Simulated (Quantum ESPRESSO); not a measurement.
**Re: zone-centre phonons under several settings**

```xyz
2
Lattice="2.7608 0.0000 0.0000 -1.3804 2.3909 0.0000 0.0000 0.0000 4.4582" Properties=species:S:1:pos:R:3 pbc="T T T"
Re    1.3804    0.7970    3.3436
Re    0.0000    1.5939    1.1145
```

All runs used Quantum ESPRESSO 7.5; k mesh 11 × 11 × 6; relaxed cell; no spin polarisation.

| level | potentials | cutoff (eV) | occupations | volume (Å³/atom) | pressure (GPa) | lowest optical mode without the field (cm⁻¹) | highest optical mode without the field (cm⁻¹) |
| --- | --- | --- | --- | --- | --- | --- | --- |
| PBEsol | GBRV 1.5 PBEsol | 612 | cold, width 0.2 eV | ? | 0.0 | ? | ? |
| PBE | JTH 2.0 PBE | 490 | cold, width 0.272 eV | 14.88 | 0.1 | 94 | 116 |

Task: What stands in the row left open?

Result: Volume 14.55 Å³/atom; lowest optical mode without the field 88 cm⁻¹; highest optical mode without the field 122 cm⁻¹.

Caveats: the mesh is thin for the phonons of a metal; the cutoff is low for these files, which shifts pressure and relaxed volume (some runs).

For the row left open. Caveat: the mesh is thin for the phonons of a metal.
